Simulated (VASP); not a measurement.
# Band edges against the vacuum: CdSe(110)

Where do the bulk band edges lie against the vacuum outside CdSe(110)? The cell is generated by rule, not measured, and may not be a known phase.

Method: PBEsol; plane waves and PAW (Cd, Se), in the first sound run; inputs show where later runs differ, in VASP 6.6.1.

Report form: the programs' logs are mostly left out.

## Step 1: Starting point

Symmetry: F-43m, No. 216, cubic system. Conventional cell: a = 6.050 Å, b = 6.050 Å, c = 6.050 Å, α = 90.00°, β = 90.00°, γ = 90.00°. Nearest to Cd lie 4 Se at 2.62 Å. Se has 4 Cd at 2.62 Å nearest. Farther neighbours and most contacts between anions are not listed.

Structure file:

```xyz
2
Lattice="0.0000 3.0250 3.0250 3.0250 0.0000 3.0250 3.0250 3.0250 0.0000" Properties=species:S:1:pos:R:3 pbc="T T T"
Cd    0.0000    0.0000    0.0000
Se    1.5125    1.5125    1.5125
```

## Step 2: Relaxing the bulk crystal

First cell and atoms are relaxed at a raised cutoff, so that later runs start from this functional's own cell.

The input, INCAR:

```
SYSTEM = CdSe
PREC = Accurate
ENCUT = 360
EDIFF = 1E-06
NELM = 120
ISMEAR = 0
SIGMA = 0.03
LREAL = .FALSE.
ALGO = Normal
GGA = PS
NBANDS = 15
LORBIT = 11
LWAVE = .FALSE.
LCHARG = .FALSE.
KPAR = 4
LASPH = .TRUE.
IBRION = 2
NSW = 40
ISIF = 3
EDIFFG = -0.02
POTIM = 0.4
```

The input, POSCAR:

```
CdSe
1.0
    0.0000000000      3.0250000000      3.0250000000
    3.0250000000      0.0000000000      3.0250000000
    3.0250000000      3.0250000000      0.0000000000
Cd Se
1 1
Direct
    0.0000000000      0.0000000000      0.0000000000
    0.2500000000      0.2500000000      0.2500000000
```

The input, KPOINTS:

```
Automatic mesh
0
Gamma
5 5 5
0 0 0
```

Potentials, in the order of the species: Cd and Se (PBE family, release 64).

On the command line:

```
$ mpirun -np 4 vasp_std
```

The job ended after 8.6 s (4 MPI ranks of Intel Xeon Platinum 8488C (Sapphire Rapids), shared host; peak memory 0.59 GiB).

The PAW data sets were made with PBE, which is usual practice but a small mismatch for other functionals. The run keeps the 24 symmetry operations of its start, so it cannot find a distortion of lower symmetry.

The steps of the relaxation:

| step | energy less that of the first step (eV) | largest force (eV/Å) | pressure (GPa) | volume (Å³) |
| --- | --- | --- | --- | --- |
| 1 | 0.0000 | 0.0000 | 0.84 | 55.36 |
| 2 | -0.0022 | 0.0000 | -0.10 | 56.30 |

| conventional cell, symmetrised | before | after | change |
| --- | --- | --- | --- |
| a (Å) | 6.050 | 6.084 | +0.6 % |
| b (Å) | 6.050 | 6.084 | +0.6 % |
| c (Å) | 6.050 | 6.084 | +0.6 % |
| volume (Å³/atom) | 27.68 | 28.15 | +1.7 % |

Final coordinates:

```cif
data_structure
_symmetry_space_group_name_H-M 'P 1'
_symmetry_Int_Tables_number 1
_cell_length_a 4.3021
_cell_length_b 4.3021
_cell_length_c 4.3021
_cell_angle_alpha 60.000
_cell_angle_beta 60.000
_cell_angle_gamma 60.000
_cell_volume 56.30
loop_
_atom_site_label
_atom_site_type_symbol
_atom_site_fract_x
_atom_site_fract_y
_atom_site_fract_z
_atom_site_occupancy
Cd1 Cd 0.00000 0.00000 0.00000 1
Se2 Se 0.25000 0.25000 0.25000 1
```

This step gave:

```yaml
electronic_cycles: 19
electrons: 18
free_energy_toten: -6.157 eV
fermi_energy: 0.974 eV
```

The run ended after 2 ionic steps, 0.002 eV below its first step, once forces and stress met EDIFFG = -0.02.

## Step 3: Band edges of the bulk

A static bulk run at the slab's cutoff gives the band edges and the core potentials that tie them to the slab.

The input, INCAR:

```
SYSTEM = CdSe
PREC = Normal
ENCUT = 320
EDIFF = 1E-06
NELM = 120
ISMEAR = 0
SIGMA = 0.03
LREAL = .FALSE.
ALGO = Normal
GGA = PS
NBANDS = 15
LORBIT = 11
LWAVE = .FALSE.
LCHARG = .FALSE.
KPAR = 4
LASPH = .TRUE.
```

The input, POSCAR:

```
CdSe
1.0
    0.0000000000      3.0420208128      3.0420208128
    3.0420208128      0.0000000000      3.0420208128
    3.0420208128      3.0420208128      0.0000000000
Cd Se
1 1
Direct
    0.0000000000      0.0000000000      0.0000000000
    0.2500000000      0.2500000000      0.2500000000
```

The input, KPOINTS:

```
Automatic mesh
0
Gamma
12 12 12
0 0 0
```

On the command line:

```
$ mpirun -np 4 vasp_std
```

It took 7 s on 4 MPI ranks; peak memory 0.57 GiB.

The gap is read on the k-mesh alone, so it is an upper bound where the band edges lie off the mesh.

Numbers from this step:

| Item | Value |
| --- | --- |
| electronic cycles | 12 |
| free energy (TOTEN) | -6.177 eV |
| Fermi energy | 0.9547 eV |
| metallic | no |
| gap on the k-mesh | 0.4756 eV |
| least direct gap on the k-mesh | 0.4756 eV |

## Step 4: Relaxing the slab

This step: PBEsol; plane waves and PAW (Cd, Se) (VASP 6.6.1).

System of this step: CdSe(110). The cell holds 18 atoms: 9 Cd and 9 Se. Cell: a = 4.302 Å, b = 6.084 Å, c = 33.208 Å, α = 90.0°, β = 90.0°, γ = 90.0°. It derives from CdSe. 9 layers, cut at this functional's lattice. Vacuum lies along c.

All atoms relax at the fixed cell.

The input, INCAR:

```
SYSTEM = CdSe
PREC = Normal
ENCUT = 320
EDIFF = 1E-05
NELM = 120
ISMEAR = 0
SIGMA = 0.03
LREAL = Auto
ALGO = Fast
GGA = PS
NBANDS = 100
LORBIT = 11
LWAVE = .FALSE.
LCHARG = .FALSE.
KPAR = 2
NCORE = 2
LASPH = .TRUE.
IBRION = 2
NSW = 60
ISIF = 2
EDIFFG = -0.03
POTIM = 0.4
MAXMIX = 40
IDIPOL = 3
LDIPOL = .TRUE.
DIPOL = 0.5 0.5 0.5
```

The input, POSCAR:

```
CdSe
1.0
    4.3020670905      0.0000000000      0.0000000000
    0.0000000000      6.0840416256      0.0000000000
    0.0000000000      0.0000000000     33.2082683619
Cd Se
9 9
Direct
    0.0000000000      0.0000000000      0.2409038600
    0.5000000000      0.5000000000      0.3056778900
    0.0000000000      0.0000000000      0.3704519300
    0.5000000000      0.5000000000      0.4352259600
    0.0000000000      0.0000000000      0.5000000000
    0.5000000000      0.5000000000      0.5647740400
    0.0000000000      0.0000000000      0.6295480700
    0.5000000000      0.5000000000      0.6943221100
    0.0000000000      0.0000000000      0.7590961400
    0.0000000000      0.7500000000      0.3056778900
    0.5000000000      0.2500000000      0.2409038600
    0.0000000000      0.7500000000      0.4352259600
    0.5000000000      0.2500000000      0.3704519300
    0.0000000000      0.7500000000      0.5647740400
    0.5000000000      0.2500000000      0.5000000000
    0.0000000000      0.7500000000      0.6943221100
    0.5000000000      0.2500000000      0.6295480700
    0.5000000000      0.2500000000      0.7590961400
```

The input, KPOINTS:

```
Automatic mesh
0
Gamma
6 4 1
0 0 0
```

On the command line:

```
$ mpirun -np 4 vasp_std
```

It took 31 min on 4 MPI ranks; peak memory 1.3 GiB; 2.1 h of CPU time.

The run keeps the 4 symmetry operations of its start, so it cannot find a distortion of lower symmetry.

Relaxation path (22 of 31):

| step | energy less that of the first step (eV) | largest force (eV/Å) |
| --- | --- | --- |
| 1 | 0.0000 | 1.1766 |
| 2 | -0.1557 | 0.9934 |
| 4 | -0.4629 | 0.6489 |
| 5 | -0.6196 | 0.4902 |
| 7 | -0.8312 | 0.2712 |
| 8 | -0.8509 | 0.1168 |
| 10 | -0.8603 | 0.0881 |
| 11 | -0.8625 | 0.1527 |
| 12 | -0.8629 | 0.1272 |
| 14 | -0.8714 | 0.0647 |
| 15 | -0.8743 | 0.0420 |
| 17 | -0.8767 | 0.0341 |
| 18 | -0.8774 | 0.0429 |
| 20 | -0.8775 | 0.0556 |
| 21 | -0.8775 | 0.0692 |
| 22 | -0.8775 | 0.0611 |
| 24 | -0.8788 | 0.0339 |
| 25 | -0.8789 | 0.0338 |
| 27 | -0.8789 | 0.0342 |
| 28 | -0.8789 | 0.0437 |
| 30 | -0.8789 | 0.0373 |
| 31 | -0.8795 | 0.0183 |

The atoms that moved most (Å):

| atom | dx | dy | dz | length |
| --- | --- | --- | --- | --- |
| Cd9 | 0.000 | 0.352 | -0.491 | 0.604 |
| Cd1 | 0.000 | 0.352 | 0.491 | 0.604 |
| Se11 | 0.000 | 0.046 | -0.246 | 0.251 |
| Se18 | 0.000 | 0.046 | 0.246 | 0.251 |
| Cd2 | 0.000 | -0.099 | -0.173 | 0.200 |
| Cd8 | 0.000 | -0.099 | 0.173 | 0.200 |
| Se10 | 0.000 | -0.088 | 0.028 | 0.092 |
| Se16 | 0.000 | -0.088 | -0.028 | 0.092 |

The relaxed structure:

```cif
data_structure
_symmetry_space_group_name_H-M 'P 1'
_symmetry_Int_Tables_number 1
_cell_length_a 4.3021
_cell_length_b 6.0840
_cell_length_c 33.2083
_cell_angle_alpha 90.000
_cell_angle_beta 90.000
_cell_angle_gamma 90.000
_cell_volume 869.19
loop_
_atom_site_label
_atom_site_type_symbol
_atom_site_fract_x
_atom_site_fract_y
_atom_site_fract_z
_atom_site_occupancy
Cd1 Cd 0.00000 0.05788 0.25570 1
Cd2 Cd 0.50000 0.48367 0.30046 1
Cd3 Cd 0.00000 0.99199 0.37133 1
Cd4 Cd 0.50000 0.49034 0.43374 1
Cd5 Cd 0.00000 0.99611 0.50000 1
Cd6 Cd 0.50000 0.49034 0.56626 1
Cd7 Cd 0.00000 0.99199 0.62867 1
Cd8 Cd 0.50000 0.48367 0.69954 1
Cd9 Cd 0.00000 0.05788 0.74430 1
Se10 Se 0.00000 0.73559 0.30653 1
Se11 Se 0.50000 0.25759 0.23349 1
Se12 Se 0.00000 0.74190 0.43559 1
Se13 Se 0.50000 0.24456 0.36822 1
Se14 Se 0.00000 0.74190 0.56441 1
Se15 Se 0.50000 0.24685 0.50000 1
Se16 Se 0.00000 0.73559 0.69347 1
Se17 Se 0.50000 0.24456 0.63178 1
Se18 Se 0.50000 0.25759 0.76651 1
```

Numbers from this step:

```
electronic cycles              : 229
electrons                      : 162
free energy (TOTEN)            : -54.4763 eV
Fermi energy                   : -1.756 eV
dipole moment                  : 0, 0, 0 e·Å
gap on the k-mesh              : 0.8972 eV
least direct gap on the k-mesh : 0.8972 eV
```

The run ended after 31 ionic steps, 0.879 eV below its first step, once the forces on the free atoms met EDIFFG = -0.03.

## Step 5: Potential and states of the slab

A static run writes the electrostatic potential without exchange and correlation (LVHAR), which is flat in the vacuum and gives the level to count from. The dipole correction cancels the field that unlike faces would set up across the vacuum.

The input, INCAR:

```
SYSTEM = CdSe
PREC = Normal
ENCUT = 320
EDIFF = 1E-06
NELM = 120
ISMEAR = 0
SIGMA = 0.03
LREAL = Auto
ALGO = Fast
GGA = PS
NBANDS = 100
LORBIT = 11
LWAVE = .FALSE.
LCHARG = .TRUE.
KPAR = 2
LASPH = .TRUE.
IDIPOL = 3
LDIPOL = .TRUE.
DIPOL = 0.5 0.5 0.5
LVHAR = .TRUE.
LVACPOTAV = .TRUE.
NEDOS = 1500
```

The input, POSCAR:

```
CdSe
1.0
    4.3020670905      0.0000000000      0.0000000000
    0.0000000000      6.0840416256      0.0000000000
    0.0000000000      0.0000000000     33.2082683619
Cd Se
9 9
Direct
    0.0000000000      0.0578769791      0.2556968074
    0.5000000000      0.4836702515      0.3004565769
    0.0000000000      0.9919879574      0.3713319479
    0.5000000000      0.4903388663      0.4337398393
    0.0000000000      0.9961144008      0.5000000000
    0.5000000000      0.4903388663      0.5662601607
    0.0000000000      0.9919879574      0.6286680521
    0.5000000000      0.4836702515      0.6995434231
    0.0000000000      0.0578769791      0.7443031926
    0.0000000000      0.7355928991      0.3065265469
    0.5000000000      0.2575869450      0.2334879520
    0.0000000000      0.7419019354      0.4355909126
    0.5000000000      0.2445602395      0.3682238627
    0.0000000000      0.7419019354      0.5644090874
    0.5000000000      0.2468534527      0.5000000000
    0.0000000000      0.7355928991      0.6934734531
    0.5000000000      0.2445602395      0.6317761373
    0.5000000000      0.2575869450      0.7665120480
```

KPOINTS is that of step 4.

The input, KPOINTS_OPT:

```
Line mode
14
Line-mode
Reciprocal
  0.00000000   0.00000000   0.00000000 GAMMA
  0.50000000   0.00000000   0.00000000 X

  0.50000000   0.00000000   0.00000000 X
  0.50000000   0.50000000   0.00000000 S

  0.50000000   0.50000000   0.00000000 S
  0.00000000   0.50000000   0.00000000 Y

  0.00000000   0.50000000   0.00000000 Y
  0.00000000   0.00000000   0.00000000 GAMMA

  0.00000000   0.00000000   0.00000000 GAMMA
  0.50000000   0.50000000   0.00000000 S
```

On the command line:

```
$ mpirun -np 4 vasp_std
```

It took 9.9 min on 4 MPI ranks; peak memory 1.8 GiB; 38 min of CPU time.

This step gave:

```yaml
electronic_cycles: 21
free_energy_toten: -54.4762 eV
fermi_energy: -1.743 eV
least_gap_on_mesh_and_path: 0.8971 eV
least_direct_gap_on_mesh_and_path: 0.8972 eV
vacuum_levels: 3.757, 3.757 eV
ionisation_potentials_of_the_upper_and_lower_face: 5.64, 5.64 eV
electron_affinities_of_the_upper_and_lower_face: 4.743, 4.743 eV
```

The electronic bands at the labelled points (eV, zero at the valence-band top; v1 is the highest filled band, c1 the lowest empty one):

| point | v4 | v3 | v2 | v1 | c1 | c2 | c3 | c4 |
| --- | --- | --- | --- | --- | --- | --- | --- | --- |
| Γ | -0.18 | -0.11 | -0.05 | 0.00 | 0.90 | 1.58 | 2.24 | 2.85 |
| 0.54 of the way | -0.84 | -0.82 | -0.67 | -0.38 | 2.49 | 2.76 | 3.07 | 3.41 |
| X | -1.24 | -0.95 | -0.93 | -0.80 | 2.57 | 2.67 | 3.31 | 3.57 |
| 0.46 of the way | -1.02 | -0.94 | -0.87 | -0.77 | 2.88 | 2.93 | 3.13 | 3.26 |
| S | -0.91 | -0.86 | -0.68 | -0.66 | 2.41 | 2.52 | 2.85 | 3.27 |
| 0.46 of the way | -0.78 | -0.73 | -0.62 | -0.59 | 2.97 | 3.01 | 3.28 | 3.43 |
| Y | -0.67 | -0.66 | -0.60 | -0.60 | 2.36 | 2.37 | 2.54 | 2.65 |
| 0.54 of the way | -0.33 | -0.28 | -0.27 | -0.27 | 1.79 | 1.94 | 2.20 | 2.54 |
| Γ | -0.18 | -0.11 | -0.05 | 0.00 | 0.90 | 1.58 | 2.24 | 2.85 |
| 0.54 of the way | -0.74 | -0.71 | -0.48 | -0.47 | 2.42 | 2.91 | 3.35 | 3.47 |
| S | -0.91 | -0.86 | -0.68 | -0.66 | 2.41 | 2.52 | 2.85 | 3.27 |

Of the projections kept (Cd, Se), the largest for each band there; the rest of the weight can lie on other orbitals:

| point | v4 | v3 | v2 | v1 | c1 | c2 | c3 | c4 |
| --- | --- | --- | --- | --- | --- | --- | --- | --- |
| Γ | Se 0.80 | Se 0.80 | Se 0.80 | Se 0.81 | Se 0.55 | Se 0.62 | Se 0.59 | Se 0.54 |
| X | Se 0.83 | Se 0.84 | Se 0.79 | Se 0.83 | Cd 0.64 | Cd 0.62 | Cd 0.64 | Cd 0.53 |
| S | Se 0.79 | Se 0.80 | Se 0.84 | Se 0.82 | Cd 0.66 | Cd 0.59 | Cd 0.61 | Cd 0.51 |
| Y | Se 0.77 | Se 0.78 | Se 0.82 | Se 0.81 | Cd 0.63 | Cd 0.62 | Cd 0.55 | Cd 0.56 |
| Γ | Se 0.80 | Se 0.80 | Se 0.80 | Se 0.81 | Se 0.55 | Se 0.62 | Se 0.59 | Se 0.54 |
| S | Se 0.79 | Se 0.80 | Se 0.84 | Se 0.82 | Cd 0.66 | Cd 0.59 | Cd 0.61 | Cd 0.51 |

The planar average of the electrostatic potential oscillates, so the rows of the table below give means over windows of 2.21 Å about each position, cut where the curve ends. Its maxima inside the range that stand out by 2 % of the span (Å: eV): 8.9: 0.640, 11.2: 2.20, 13.4: 1.88, 15.5: 2.06, 17.7: 2.06, 19.8: 1.88, 22.0: 2.20, 24.4: 0.640. Its minima: 8.1: -2.38, 10.1: -3.49, 12.3: -3.18, 14.4: -3.24, 16.6: -3.19, 18.8: -3.24, 20.9: -3.18, 23.1: -3.49, 25.1: -2.38.

Zero at the Fermi level. Planar average of the electrostatic potential against height; means over each step:

| height (Å) | planar average of the electrostatic potential (eV) |
| --- | --- |
| 1.10 | 5.51 |
| 3.31 | 5.51 |
| 5.53 | 5.38 |
| 7.73 | 0.135 |
| 9.95 | -1.40 |
| 12.16 | -0.792 |
| 14.37 | -0.876 |
| 16.57 | -0.805 |
| 18.79 | -0.870 |
| 21.00 | -0.796 |
| 23.21 | -1.36 |
| 25.41 | 0.0306 |
| 27.62 | 5.36 |
| 29.84 | 5.51 |
| 32.04 | 5.51 |

Density of states in the PAW spheres, an atom over height of the layer and energy from the Fermi level.

Ten even steps from '0' (0.00 states/eV) to '9' (1.42 states/eV), each cell a mean:
```
00000000000000000
00000000000000000
00000000000000000
00001001010010000
41033003230033014
91166114341166119
91266217471266219
91255115451155219
61166227472266116
31156215351265113
31145115351154113
21154114341145112
10122002120022101
11111000000011111
11010000000001011
12121111111112121
23121111111112132
12122212121222121
11445455555454411
00112212121221100
00000000000000000
00000000000000000
```
Columns: height of the layer (Å) from 7.8 to 25.5 (not evenly spaced); rows upwards: energy from the Fermi level (eV) from -4.9 to 0.5.

Electrostatic potential energy in the cb plane at fractional x = 0.000, with atoms of Cd and Se within 0.2 Å of it. With pseudopotentials it is smooth inside the atoms' cores, unlike the true potential.

Values in eV, 9 rows by 16 columns, each cell a mean:
```
  4   4   4   4   4   3   3  -3 -11  -6  -4  -9 -15  -6  -5  -6
  4   4   4   4   4   4   3   1  -1 -19 -30  -5  -6 -12 -33 -10
  4   4   4   4   4   4   3   3   2 -23 -31  -3   2 -14 -32 -11
  4   4   4   4   4   4   4   3   3  -7 -16   1   3  -2 -16  -1
  4   4   4   4   4   4   4   4   3   2   1   3   3   3   2   3
  4   4   4   4   4   4   4   3   2   2   3   3   3   3   3   3
  4   4   4   4   4   4   3   1  -3   0   2   2   2   2   3   2
  4   4   4   4   4   4   3  -5 -14  -6   2  -3  -8   0   3  -1
  4   4   4   4   4   4   2  -7 -16  -8   1  -9 -15  -5   2  -6
```
Columns run along c (16.0 Å, from fractional 0.00 to 0.49 of the cell; values clipped at the 3rd and 97th percentile), rows up along b (6.1 Å). Atoms in or near the plane, at fractional coordinates: Cd at (0.26, 0.06), Cd at (0.37, 0.99), Se at (0.31, 0.74), Se at (0.44, 0.74).

Valence density in the cb plane at fractional x = 0.000, with atoms of Cd and Se within 0.2 Å of it. It is the smooth field of the valence electrons, not physical close to the nuclei.

Ten steps, logarithmic in the rise over the least value, from '0' (0.0 e/Å³) to '9' (8.6 e/Å³), each cell a mean:
```
00000000000000000000246764332234899743222235
00000000000000000000123433444433677533444434
00000000000000000000011234544543344334544443
00000000000000000000000124422443222234413542
00000000000000000000000124432442111134423442
00000000000000000000000013444432100123444431
00000000000000000000000012344321000012344321
00000000000000000000000001222210000001222110
00000000000000000000000000111100000000111000
00000000000000000000000000000000000000000000
00000000000000000000001110000000000000000000
00000000000000000000112221000000111000000000
00000000000000000000134543100001122110000001
00000000000000000001257875210012355321000012
00000000000000000001369996311113688631000124
00000000000000000001368986321125899842111136
```
Columns run along c (16.0 Å, from fractional 0.00 to 0.49 of the cell), rows up along b (6.1 Å). Atoms in or near the plane, at fractional coordinates: Cd at (0.26, 0.06), Cd at (0.37, 0.99), Se at (0.31, 0.74), Se at (0.44, 0.74).

The map of layer states is cut here 0.5 eV above the Fermi level, so it leaves out the states above that, and it starts at -5 eV, leaving out a taller peak below that would set the scale.

The vacuum level lies 5.64 eV above the highest filled level at the upper face; both faces agree, as the slab has next to no dipole.

The program found no field-free point at its default tolerance, but its printed level agrees with the flat part of the planar average.

## Step 6: Lining up bulk and slab

This step: band edges against the vacuum, PBEsol; plane waves and PAW (VASP 6.6.1).

Derived from the runs above.

This step gave:

| Property | Result |
| --- | --- |
| ionisation energy | 5.625 eV |
| offset spread | 0.01480 eV |
| bulk gap | 0.4756 eV |
| slab gap | 0.8971 eV |
| electron affinity | 5.150 eV |
| buckling | 0.7375 Å |
| tilt | 31.26 degree |
| surface energy, relaxed | 0.3408 J/m² |

The averaged core potentials of the four middle atoms lie -2.676 eV from those of the bulk run. The bulk valence top (0.808 eV), moved by that offset, is taken from the upper vacuum level (3.757 eV).

## Step 7: Results

```json
{
 "ionisation energy": "5.63 eV",
 "electron affinity": "5.15 eV",
 "buckling": "0.738 Å",
 "surface energy, relaxed": "0.341 J/m²"
}
```

What this shows: The bulk valence-band top lies 5.63 eV below the vacuum of CdSe(110), and the conduction-band bottom 5.15 eV. The top layer buckles by 0.74 Å, a tilt of 31°, with Se outermost, as the anion takes the dangling-bond electrons and the cation flattens towards sp². The surface costs 0.34 J/m². The slab's least gap is 0.90 eV, against 0.48 eV in the bulk. Confinement widens it, surface states can narrow it, and the two gaps need not lie at the same wave vector; the faces' own affinities count to the slab's lowest empty state. The offsets of the four middle atoms spread by 0.01 eV; a shift common to all four would not show in it. One thickness was run. Semilocal band edges put the valence top too high and the gap too small. Spin-orbit coupling, left out here, would raise the valence top further.

[Lines on the potential files, build, host, timing and source positions are cut from VASP's logs without a mark.]

[Logs are printed without paths, hosts, clocks, repeated set-up lines and the standing remarks that a program may print on its own settings, such as how far it seeks lower states.]

[Hosts, paths, dates, database ids (printed as entryN), source tags and the programs' standing remarks are cut or masked in the printed files.]

[Runs that stopped without an error message from VASP are left out.]
